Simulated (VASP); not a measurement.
A run of VASP 6.6.1 is set up as follows.

The input POSCAR:

```
TiO2
1.0
    4.6000538409      0.0000000000      0.0000000000
    0.0000000000      4.6000538409      0.0000000000
    0.0000000000      0.0000000000      2.9607084869
  Ti              O
     2     4
Direct
     0.0000000000000000    0.0000000000000000    0.0000000000000000
     0.5000000000000000    0.5000000000000000    0.5000000000000000
     0.3045575067002844    0.3045575067002844    0.0000000000000000
     0.1954424932997156    0.8045575067002844    0.5000000000000000
     0.6954424932997156    0.6954424932997156    0.0000000000000000
     0.8045575067002844    0.1954424932997156    0.5000000000000000
```

INCAR.step1

```
SYSTEM = TiO2
PREC = Accurate ; ENCUT = 600
EDIFF = 1E-8 ; ISMEAR = 0
SIGMA = 0.03 ; LREAL = .False.
LASPH = .True. ; NELM = 80
ALGO = Normal ; ISIF = 3
LWAVE = .False. ; LCHARG = .False.
METAGGA = R2SCAN ; LMIXTAU = .True.
KPAR = 2 ; IBRION = 2
NSW = 40 ; EDIFFG = -0.002
```

File INCAR.step2:

```
SYSTEM = TiO2
PREC = Accurate ; ENCUT = 600
EDIFF = 1E-8 ; ISMEAR = 0
SIGMA = 0.03 ; LREAL = .False.
LASPH = .True. ; NELM = 80
ALGO = Normal ; ISIF = 2
LWAVE = .False. ; LCHARG = .False.
METAGGA = R2SCAN ; LMIXTAU = .True.
KPAR = 2 ; IBRION = 6
NFREE = 2 ; POTIM = 0.015
NSW = 1
```

The input KPOINTS:

```
regular mesh
0
Gamma
  6 6 10
  0 0 0
```

Potentials or basis: VASP PAW PBE potentials, release 64 (Ti_sv, O).

Command:

```bash
$ cat potpaw_PBE.64/Ti_sv/POTCAR potpaw_PBE.64/O/POTCAR > POTCAR
$ cp INCAR.step1 INCAR
$ mpirun -np 2 vasp_std > vasp.out
$ cp CONTCAR POSCAR
$ cp INCAR.step2 INCAR
$ mpirun -np 2 vasp_std > vasp.out
```

Problem. What does it give for the highest phonon frequency at Γ, LO-TO splitting left out?

Solution. 811 cm⁻¹.

Phonon frequencies in cm⁻¹ (negative: imaginary):
| q point | frequencies |
| --- | --- |
| (0.000, 0.000, 0.000) | -1 -1 -1 102 137 137 141 145 380 380 399 434 457 457 496 496 601 811 |
